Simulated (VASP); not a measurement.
MnO2:

```
Mn O
1.0
     1.41785    0.81859    4.28669
    -1.41785    0.81859    4.28669
     0.00000   -1.63719    4.28669
Mn O
1 2
Direct
  0.00000 0.00000 0.00000
  0.25200 0.25200 0.25200
  0.74800 0.74800 0.74800
```

The cell was built by a generator and needn't be a form met in nature.

```yaml
Program: VASP 6.6.1
Task: relaxation of cell and atoms
Functional: PBE
Potentials_or_basis: VASP PAW PBE potentials, release 64 (Mn_pv, O)
Cutoff: 900 eV
k_mesh: 8 × 8 × 8
Occupations: fermi-dirac, width 0.05 eV
Spin: collinear spin, ferromagnetic start
Starting_moments: "[4.0, 0.0, 0.0] μB"
```

At the start: pressure -1.5 GPa; volume 9.95 Å³/atom.

Task: How do energy, volume and symmetry change on relaxing?

Result: Over 21 steps the energy falls by 81.9 meV/atom and the volume is 11.99 Å³/atom (+20.5 %); space group R-3m (No. 166, to 0.05 Å); moment 3.00 μB per cell.

Step by step:
```
step  energy change (eV)  largest force (eV/Å)  pressure (GPa)  volume (Å³)
   1              0.0000                1.6439           -1.55        29.85
   2             -0.1148                0.2176           11.10        29.43
   3             -0.1203                0.1289            8.65        29.51
   4             -0.1698                0.1923           -1.39        31.57
   5             -0.1710                0.1839           -0.20        31.28
   6             -0.1881                0.0659            0.48        31.63
   7             -0.2159                0.2984            3.09        32.65
   8             -0.2181                0.4674            4.53        33.12
   9             -0.2258                0.3744            3.44        33.47
  10             -0.2396                0.1032            0.52        34.54
  11             -0.2324                0.4022           -4.21        36.71
  12             -0.2421                0.0611           -1.16        35.28
  13             -0.2432                0.0636           -0.95        35.37
  14             -0.2451                0.0686           -0.30        35.65
  15             -0.2452                0.0694           -0.10        35.71
  16             -0.2452                0.0709           -0.11        35.73
  17             -0.2452                0.0711           -0.01        35.75
  18             -0.2454                0.0379            0.21        35.77
  19             -0.2455                0.0049            0.50        35.79
  20             -0.2456                0.0053            0.30        35.87
  21             -0.2457                0.0049            0.07        35.97
```

Final structure:
```
CELL_PARAMETERS angstrom
1.44221 0.83266 4.99189
-1.44221 0.83266 4.99189
0.00000 -1.66532 4.99189
ATOMIC_POSITIONS crystal
Mn 0.00000 0.00000 0.00000
O 0.26959 0.26959 0.26959
O 0.73041 0.73041 0.73041
```

Caveat: the volume moved by over 15 % at a fixed basis, so the end points are rough; a cell with one magnetic atom can't hold antiferromagnetic order, which such compounds often take.
